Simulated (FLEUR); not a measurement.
# GaP (F-43m) in FLEUR: further runs

One crystal, GaP, is run at these levels: r2SCAN; tasks: equation of state.

All numbers are computed with FLEUR MaX-R8.1 (later development tree); they aren't measurements. Logs are shortened: lines on timing, memory, paths and dates and some standing lists are left out, and cuts for length are marked.

**Experimental background.**

“Phosphorous dimerization in GaP at high pressure”, 2017, arxiv:1709.06667 reports, for a bulk crystal of GaP: bulk modulus 87.5 ± 0.6 GPa.

The runs below are set against these values where they give the same quantity.

## 1. Starting point

Symmetry: F-43m, No. 216, cubic system. The conventional cell has a = 5.451 Å, b = 5.451 Å, c = 5.451 Å, α = 90.00°, β = 90.00°, γ = 90.00°. Ga (site symmetry -43m) has 4 P at 2.36 Å as nearest neighbours. Around P (site symmetry -43m) lie 4 Ga at 2.36 Å.

## 2. Equation of state, r2SCAN, 19.03 Å³/atom (volume scaled by 0.94)

Contents of inp.xml:

```xml
<?xml version="1.0" encoding="UTF-8" standalone="no"?>
<fleurInput fleurInputVersion="0.39">
   <comment>
      GaP                                                                                                 
   </comment>
   <calculationSetup>
      <cutoffs Kmax="5.21" Gmax="16.2" GmaxXC="16.2" numbands="0"/>
      <scfLoop itmax="80" minDistance="0.0001" maxIterBroyd="30" imix="Anderson" alpha="0.05" precondParam="0.0" spinf="2.0" sdNocoIR="T"/>
      <coreElectrons ctail="F" frcor="F" kcrel="0" coretail_lmax="0"/>
      <xcFunctional name="LibXC" relativisticCorrections="F">
         <LibXCName exchange="mgga_x_r2scan" correlation="mgga_c_r2scan"/>
         <AuxGGA exchange="117" correlation="130"/>
      </xcFunctional>
      <magnetism jspins="1"/>
      <soc l_soc="F" theta="0.0" phi="0.0" spav="F"/>
      <expertModes spex="0" secvar="F"/>
      <geometryOptimization l_f="F" forcealpha="1.0" forcemix="BFGS" epsdisp="0.00001" epsforce="0.00001"/>
      <ldaU l_linMix="F" mixParam="0.05" spinf="1.0"/>
   </calculationSetup>
   <cell>
      <bzIntegration valenceElectrons="32.0" mode="hist" fermiSmearingEnergy="0.00183747">
         <kPointListSelection listName="default-1"/>
         <!-- k-points included here -->
         <xi:include xmlns:xi="http://www.w3.org/2001/XInclude" href="kpts.xml"> </xi:include>
      </bzIntegration>
      <!-- symmetry operations included here -->
      <xi:include xmlns:xi="http://www.w3.org/2001/XInclude" href="sym.xml"> </xi:include>
      <bulkLattice scale="0.9795861087">
         <bravaisMatrix>
            <row-1>    0.0000000000000000     5.1499761210661497     5.1499761210661497</row-1>
            <row-2>    5.1499761210661497     0.0000000000000000     5.1499761210661497</row-2>
            <row-3>    5.1499761210661497     5.1499761210661497     0.0000000000000000</row-3>
         </bravaisMatrix>
      </bulkLattice>
   </cell>
   <atomSpecies>
      <species name="Gallium (Ga)" element="Ga" atomicNumber="31">
         <mtSphere radius="2.13" gridPoints="725" logIncrement="0.017"/>
         <atomicCutoffs lmax="9" lnonsphr="9"/>
         <electronConfig flipSpins="F">
            <coreConfig>(1s1/2) (2s1/2) (2p1/2) (2p3/2)</coreConfig>
            <valenceConfig>(3s1/2) (3p1/2) (3p3/2) (4s1/2) (3d3/2) (3d5/2) (4p1/2) (4p3/2)</valenceConfig>
            <stateOccupation state="(4p1/2)" spinUp="0.166667" spinDown="0.166667"/>
            <stateOccupation state="(4p3/2)" spinUp="0.333333" spinDown="0.333333"/>
         </electronConfig>
         <energyParameters s="4" p="4" d="3" f="4"/>
         <lo type="SCLO" l="0" n="3" eDeriv="0"/>
         <lo type="SCLO" l="1" n="3" eDeriv="0"/>
         <lo type="SCLO" l="1" n="3" eDeriv="1"/>
         <lo type="HELO" l="2" n="4" eDeriv="0"/>
         <lo type="HELO" l="2" n="4" eDeriv="1"/>
         <lo type="SCLO" l="3" n="4" eDeriv="2"/>
      </species>
      <species name="Phosphorous (P)" element="P" atomicNumber="15">
         <mtSphere radius="1.88" gridPoints="641" logIncrement="0.018"/>
         <atomicCutoffs lmax="8" lnonsphr="8"/>
         <electronConfig flipSpins="F">
            <coreConfig>(1s1/2) (2s1/2)</coreConfig>
            <valenceConfig>(2p1/2) (2p3/2) (3s1/2) (3p1/2) (3p3/2)</valenceConfig>
            <stateOccupation state="(3p1/2)" spinUp="0.500000" spinDown="0.500000"/>
            <stateOccupation state="(3p3/2)" spinUp="1.000000" spinDown="1.000000"/>
         </electronConfig>
         <energyParameters s="3" p="3" d="3" f="4"/>
         <lo type="SCLO" l="1" n="2" eDeriv="0"/>
         <lo type="SCLO" l="0" n="3" eDeriv="2"/>
         <lo type="SCLO" l="2" n="3" eDeriv="2"/>
         <lo type="SCLO" l="3" n="4" eDeriv="2"/>
      </species>
   </atomSpecies>
   <atomGroups>
      <atomGroup species="Gallium (Ga)">
         <relPos label="                   1">.0000000000 .0000000000 .0000000000</relPos>
         <force calculate="T" relaxXYZ="TTT"/>
      </atomGroup>
      <atomGroup species="Phosphorous (P)">
         <relPos label="                   2">-1.000/4.000 -1.000/4.000 -1.000/4.000</relPos>
         <force calculate="T" relaxXYZ="TTT"/>
      </atomGroup>
   </atomGroups>
   <output dos="F" band="F" slice="F">
      <checks vchk="F" cdinf="F"/>
      <bandDOS minEnergy="-.5*Htr" maxEnergy="0.5*Htr" sigma="0.015" storeEVData="T"/>
      <vacuumDOS vacdos="F" integ="F" star="F" nstars="0" locx1="0.0" locy1="0.0" locx2="0.0" locy2="0.0" nstm="0" tworkf="0.0"/>
      <unfoldingBand unfoldBand="F" supercellX="1" supercellY="1" supercellZ="1"/>
      <plotting iplot="0" polar="F">
         <plot TwoD="T" vec1="  1.0  0.0  0.0" vec2="  0.0  1.0  0.0" vec3="  0.0  0.0  1.0" zero="  0.0  0.0  0.0" file="plot"/>
      </plotting>
      <chargeDensitySlicing numkpt="0" minEigenval="0.0" maxEigenval="0.0" nnne="0" pallst="F"/>
      <specialOutput eonly="F"/>
      <moessbauerParams electricFieldGradient="T" isomerShift="T" coreHyperfine="T" valenceHyperfine="T"/>
      <magneticCircularDichroism mcd="F" energyLo="-10.0" energyUp="0.0"/>
   </output>
  <!-- We include the file relax.xml here to enable relaxations (see documentation) -->
  <xi:include xmlns:xi="http://www.w3.org/2001/XInclude" href="relax.xml"> <xi:fallback/> </xi:include>
</fleurInput>
```

Potentials or basis: all-electron, FLAPW.

Started as:

```
$ inpgen -f crystal.txt -profile fastHighL
$ # inp.xml edited to the form shown
$ fleur_MPI
```

Log:

```text
Welcome to FLEUR        (www.flapw.de)
      MaX-Release 8.1          (www.max-centre.eu)
 func_ids         498         497         498         497
 MetaGGA potential functional detected - V_tau will be computed
 Auxiliary Potential for radial basis: exchange=         117  correlation=         130
The functional 'Re-regularized SCAN exchange by Furness et al' is an exchange functional, it belongs to the 'MGGA' family and is defined in the reference(s):
[1] J. W. Furness, A. D. Kaplan, J. Ning, J. P. Perdew, and J. Sun.,  J. Phys. Chem. Lett. 11, 8208-8215 (2020)
[2] J. W. Furness, A. D. Kaplan, J. Ning, J. P. Perdew, and J. Sun.,  J. Phys. Chem. Lett. 11, 9248-9248 (2020)
The functional 'Re-regularized SCAN correlation by Furness et al' is a correlation functional, it belongs to the 'MGGA' family and is defined in the reference(s):
[1] J. W. Furness, A. D. Kaplan, J. Ning, J. P. Perdew, and J. Sun.,  J. Phys. Chem. Lett. 11, 8208-8215 (2020)
[2] J. W. Furness, A. D. Kaplan, J. Ning, J. P. Perdew, and J. Sun.,  J. Phys. Chem. Lett. 11, 9248-9248 (2020)
 Using same functional for VXC and EXC

 ========== k-point set info ==========
 Selected k-point list: default-1
 k-point list type: mesh
 8 x 8 x 8
 Number of k points: 29

 ------------Calculation Setup---------------------------
 Number of MPI-tasks      :            1
 Number of PE/node        :            1
 Number of OMP-threads    :            1
 Most efficient MPI parallelization for:
           1          29
 Additional eigenvalue parallelization possible
 Number of basis functions:          704
 Approximate size of matrices (H+S) per k-point:         0.015 GB
 --------------------------------------------------------
The functional 'Hammer, Hansen, and Norskov' is an exchange functional, it belongs to the 'GGA' family and is defined in the reference(s):
[1] B. Hammer, L. B. Hansen, and J. K. Nørskov.,  Phys. Rev. B 59, 7413 (1999)
The functional 'Perdew, Burke & Ernzerhof' is a correlation functional, it belongs to the 'GGA' family and is defined in the reference(s):
[1] J. P. Perdew, K. Burke, and M. Ernzerhof.,  Phys. Rev. Lett. 77, 3865 (1996)
[2] J. P. Perdew, K. Burke, and M. Ernzerhof.,  Phys. Rev. Lett. 78, 1396 (1997)
 Using same functional for VXC and EXC
 Using auxiliary GGA potential for the first iteration of MetaGGA calculation.
 Reset of history
 Reset of history
 Iteration:     1   Distance:      17.98086378 me/bohr^3
The functional 'Hammer, Hansen, and Norskov' is an exchange functional, it belongs to the 'GGA' family and is defined in the reference(s):
[1] B. Hammer, L. B. Hansen, and J. K. Nørskov.,  Phys. Rev. B 59, 7413 (1999)
The functional 'Perdew, Burke & Ernzerhof' is a correlation functional, it belongs to the 'GGA' family and is defined in the reference(s):
[1] J. P. Perdew, K. Burke, and M. Ernzerhof.,  Phys. Rev. Lett. 77, 3865 (1996)
[2] J. P. Perdew, K. Burke, and M. Ernzerhof.,  Phys. Rev. Lett. 78, 1396 (1997)
 Using same functional for VXC and EXC
 Iteration:     2   Distance:      16.96622415 me/bohr^3
The functional 'Hammer, Hansen, and Norskov' is an exchange functional, it belongs to the 'GGA' family and is defined in the reference(s):
[1] B. Hammer, L. B. Hansen, and J. K. Nørskov.,  Phys. Rev. B 59, 7413 (1999)
The functional 'Perdew, Burke & Ernzerhof' is a correlation functional, it belongs to the 'GGA' family and is defined in the reference(s):
[1] J. P. Perdew, K. Burke, and M. Ernzerhof.,  Phys. Rev. Lett. 77, 3865 (1996)
[2] J. P. Perdew, K. Burke, and M. Ernzerhof.,  Phys. Rev. Lett. 78, 1396 (1997)
 Using same functional for VXC and EXC
 Iteration:     3   Distance:      16.03639791 me/bohr^3
The functional 'Hammer, Hansen, and Norskov' is an exchange functional, it belongs to the 'GGA' family and is defined in the reference(s):
[1] B. Hammer, L. B. Hansen, and J. K. Nørskov.,  Phys. Rev. B 59, 7413 (1999)
The functional 'Perdew, Burke & Ernzerhof' is a correlation functional, it belongs to the 'GGA' family and is defined in the reference(s):
[1] J. P. Perdew, K. Burke, and M. Ernzerhof.,  Phys. Rev. Lett. 77, 3865 (1996)
[2] J. P. Perdew, K. Burke, and M. Ernzerhof.,  Phys. Rev. Lett. 78, 1396 (1997)
 Using same functional for VXC and EXC
 Iteration:     4   Distance:       3.83689152 me/bohr^3
The functional 'Hammer, Hansen, and Norskov' is an exchange functional, it belongs to the 'GGA' family and is defined in the reference(s):
[1] B. Hammer, L. B. Hansen, and J. K. Nørskov.,  Phys. Rev. B 59, 7413 (1999)
The functional 'Perdew, Burke & Ernzerhof' is a correlation functional, it belongs to the 'GGA' family and is defined in the reference(s):
[1] J. P. Perdew, K. Burke, and M. Ernzerhof.,  Phys. Rev. Lett. 77, 3865 (1996)
[2] J. P. Perdew, K. Burke, and M. Ernzerhof.,  Phys. Rev. Lett. 78, 1396 (1997)
 Using same functional for VXC and EXC
 Iteration:     5   Distance:       1.33591709 me/bohr^3
The functional 'Hammer, Hansen, and Norskov' is an exchange functional, it belongs to the 'GGA' family and is defined in the reference(s):
[1] B. Hammer, L. B. Hansen, and J. K. Nørskov.,  Phys. Rev. B 59, 7413 (1999)
The functional 'Perdew, Burke & Ernzerhof' is a correlation functional, it belongs to the 'GGA' family and is defined in the reference(s):
[1] J. P. Perdew, K. Burke, and M. Ernzerhof.,  Phys. Rev. Lett. 77, 3865 (1996)
[2] J. P. Perdew, K. Burke, and M. Ernzerhof.,  Phys. Rev. Lett. 78, 1396 (1997)
 Using same functional for VXC and EXC
 Iteration:     6   Distance:       1.20639540 me/bohr^3
The functional 'Hammer, Hansen, and Norskov' is an exchange functional, it belongs to the 'GGA' family and is defined in the reference(s):
[1] B. Hammer, L. B. Hansen, and J. K. Nørskov.,  Phys. Rev. B 59, 7413 (1999)
The functional 'Perdew, Burke & Ernzerhof' is a correlation functional, it belongs to the 'GGA' family and is defined in the reference(s):
[1] J. P. Perdew, K. Burke, and M. Ernzerhof.,  Phys. Rev. Lett. 77, 3865 (1996)
[2] J. P. Perdew, K. Burke, and M. Ernzerhof.,  Phys. Rev. Lett. 78, 1396 (1997)
 Using same functional for VXC and EXC
[... 19 lines left out ...]
[2] J. P. Perdew, K. Burke, and M. Ernzerhof.,  Phys. Rev. Lett. 78, 1396 (1997)
 Using same functional for VXC and EXC
 Iteration:    10   Distance:       0.00498127 me/bohr^3
The functional 'Hammer, Hansen, and Norskov' is an exchange functional, it belongs to the 'GGA' family and is defined in the reference(s):
[1] B. Hammer, L. B. Hansen, and J. K. Nørskov.,  Phys. Rev. B 59, 7413 (1999)
The functional 'Perdew, Burke & Ernzerhof' is a correlation functional, it belongs to the 'GGA' family and is defined in the reference(s):
[1] J. P. Perdew, K. Burke, and M. Ernzerhof.,  Phys. Rev. Lett. 77, 3865 (1996)
[2] J. P. Perdew, K. Burke, and M. Ernzerhof.,  Phys. Rev. Lett. 78, 1396 (1997)
 Using same functional for VXC and EXC
 Iteration:    11   Distance:       0.00364607 me/bohr^3
The functional 'Hammer, Hansen, and Norskov' is an exchange functional, it belongs to the 'GGA' family and is defined in the reference(s):
[1] B. Hammer, L. B. Hansen, and J. K. Nørskov.,  Phys. Rev. B 59, 7413 (1999)
The functional 'Perdew, Burke & Ernzerhof' is a correlation functional, it belongs to the 'GGA' family and is defined in the reference(s):
[1] J. P. Perdew, K. Burke, and M. Ernzerhof.,  Phys. Rev. Lett. 77, 3865 (1996)
[2] J. P. Perdew, K. Burke, and M. Ernzerhof.,  Phys. Rev. Lett. 78, 1396 (1997)
 Using same functional for VXC and EXC
 Iteration:    12   Distance:       0.00036977 me/bohr^3
The functional 'Hammer, Hansen, and Norskov' is an exchange functional, it belongs to the 'GGA' family and is defined in the reference(s):
[1] B. Hammer, L. B. Hansen, and J. K. Nørskov.,  Phys. Rev. B 59, 7413 (1999)
The functional 'Perdew, Burke & Ernzerhof' is a correlation functional, it belongs to the 'GGA' family and is defined in the reference(s):
[1] J. P. Perdew, K. Burke, and M. Ernzerhof.,  Phys. Rev. Lett. 77, 3865 (1996)
[2] J. P. Perdew, K. Burke, and M. Ernzerhof.,  Phys. Rev. Lett. 78, 1396 (1997)
 Using same functional for VXC and EXC
 Iteration:    13   Distance:       0.00035987 me/bohr^3
The functional 'Hammer, Hansen, and Norskov' is an exchange functional, it belongs to the 'GGA' family and is defined in the reference(s):
[1] B. Hammer, L. B. Hansen, and J. K. Nørskov.,  Phys. Rev. B 59, 7413 (1999)
The functional 'Perdew, Burke & Ernzerhof' is a correlation functional, it belongs to the 'GGA' family and is defined in the reference(s):
[1] J. P. Perdew, K. Burke, and M. Ernzerhof.,  Phys. Rev. Lett. 77, 3865 (1996)
[2] J. P. Perdew, K. Burke, and M. Ernzerhof.,  Phys. Rev. Lett. 78, 1396 (1997)
 Using same functional for VXC and EXC
 Iteration:    14   Distance:       0.00003754 me/bohr^3

 ********************************************************************
 Run finished successfully
 Stop message:
   all done
 ********************************************************************
```

Wall time 4.1 min (1 thread of Intel Xeon at 2.50GHz (Skylake/Cascade Lake), shared host); peak memory 0.09 GiB.

Results:

| Item | Value |
| --- | --- |
| Free energy | -62220.0964 eV |
| Band gap on the k mesh | 1.77 eV, indirect (least direct gap 2.91 eV) |
| Valence electrons inside the program's atomic spheres | Ga 19.20; P 8.45 (radii Ga 2.13, P 1.88 bohr) |

Caveat: the meta-GGA is that of a development version, with a GGA for the radial functions and cores and without core tails.

## 3. Equation of state, r2SCAN, 19.43 Å³/atom (volume scaled by 0.96)

inp.xml, as its differences from that of step 2:

```diff
@@ -27,3 +27,3 @@
       <xi:include xmlns:xi="http://www.w3.org/2001/XInclude" href="sym.xml"> </xi:include>
-      <bulkLattice scale="0.9795861087">
+      <bulkLattice scale="0.9864848297">
          <bravaisMatrix>
```

Potentials or basis: all-electron, FLAPW.

Started as:

```
$ inpgen -f crystal.txt -profile fastHighL
$ # inp.xml edited to the form shown
$ fleur_MPI
```

Run time: 4.8 min. Hardware: 1 thread of Intel Xeon at 2.50GHz (Skylake/Cascade Lake), shared host; peak memory 0.09 GiB.

Results (log left out):

```yaml
Free_energy: -62220.1224 eV
Band_gap_on_the_k_mesh: 1.82 eV, indirect (least direct gap 2.72 eV)
Valence_electrons_inside_the_program's_atomic_spheres: Ga 19.18; P 8.43 (radii Ga 2.13, P 1.88 bohr)
```

Caveat: the meta-GGA is that of a development version, with a GGA for the radial functions and cores and without core tails.

## 4. Equation of state, r2SCAN, 20.24 Å³/atom

inp.xml, as its differences from that of step 3:

```diff
@@ -27,3 +27,3 @@
       <xi:include xmlns:xi="http://www.w3.org/2001/XInclude" href="sym.xml"> </xi:include>
-      <bulkLattice scale="0.9864848297">
+      <bulkLattice scale="1.0000000000">
          <bravaisMatrix>
```

Started as:

```
$ inpgen -f crystal.txt -profile fastHighL
$ # inp.xml edited to the form shown
$ fleur_MPI
```

It took 5.4 min on 1 thread of Intel Xeon at 2.50GHz (Skylake/Cascade Lake), shared host; peak memory 0.09 GiB.

It converged, with:

```
Free energy                                           : -62220.1425 eV
Band gap on the k mesh                                : 1.90 eV, indirect (least direct gap 2.36 eV)
Valence electrons inside the program's atomic spheres : Ga 19.14; P 8.41 (radii Ga 2.13, P 1.88 bohr)
```

Caveat: the meta-GGA is that of a development version, with a GGA for the radial functions and cores and without core tails.

## 5. Equation of state, r2SCAN, 21.05 Å³/atom (volume scaled by 1.04)

inp.xml, as its differences from that of step 4:

```diff
@@ -27,3 +27,3 @@
       <xi:include xmlns:xi="http://www.w3.org/2001/XInclude" href="sym.xml"> </xi:include>
-      <bulkLattice scale="1.0000000000">
+      <bulkLattice scale="1.0131594038">
          <bravaisMatrix>
```

Started as:

```
$ inpgen -f crystal.txt -profile fastHighL
$ # inp.xml edited to the form shown
$ fleur_MPI
```

Run time: 5.8 min. Hardware: 1 thread of Intel Xeon at 2.50GHz (Skylake/Cascade Lake), shared host; peak memory 0.1 GiB.

It converged, with:

```
Free energy                                           : -62220.1269 eV
Band gap on the k mesh                                : 1.91 eV, indirect (least direct gap 2.01 eV)
Valence electrons inside the program's atomic spheres : Ga 19.10; P 8.39 (radii Ga 2.13, P 1.88 bohr)
```

Caveat: the meta-GGA is that of a development version, with a GGA for the radial functions and cores and without core tails.

## 6. Equation of state, r2SCAN, 21.45 Å³/atom (volume scaled by 1.06)

inp.xml, as its differences from that of step 5:

```diff
@@ -27,3 +27,3 @@
       <xi:include xmlns:xi="http://www.w3.org/2001/XInclude" href="sym.xml"> </xi:include>
-      <bulkLattice scale="1.0131594038">
+      <bulkLattice scale="1.0196128224">
          <bravaisMatrix>
```

Potentials or basis: all-electron, FLAPW.

Started as:

```
$ inpgen -f crystal.txt -profile fastHighL
$ # inp.xml edited to the form shown
$ fleur_MPI
```

Wall time 7.6 min (1 thread of Intel Xeon at 2.50GHz (Skylake/Cascade Lake), shared host); peak memory 0.1 GiB.

The run converged. Its results:

* Free energy: -62220.1082 eV
* Band gap on the k mesh: 1.85 eV, direct
* Valence electrons inside the program's atomic spheres: Ga 19.09; P 8.37 (radii Ga 2.13, P 1.88 bohr)

Caveat: the meta-GGA is that of a development version, with a GGA for the radial functions and cores and without core tails.

## 7. Equation of state, r2SCAN

Potentials or basis: all-electron, FLAPW.

This step only gathers the single runs of the series.

Results:

```yaml
Equilibrium_volume: 20.26 Å³/atom
Bulk_modulus: 87 GPa
```

Energy against volume, from the lowest point:
| volume (Å³/atom) | energy (meV/atom) |
| --- | --- |
| 19.026 | 23.06 |
| 19.431 | 10.04 |
| 20.240 | 0.00 |
| 21.050 | 7.79 |
| 21.455 | 17.14 |

Caveat: the meta-GGA is that of a development version, with a GGA for the radial functions and cores and without core tails.

## 8. How close it comes

Step 7. Measured bulk modulus of GaP: 87.5 GPa (“Phosphorous dimerization in GaP at high pressure”, 2017, arxiv:1709.06667). This calculation gives 87 GPa (-0.5 %). The fit is for a static lattice scaled at fixed shape and fixed fractional positions.
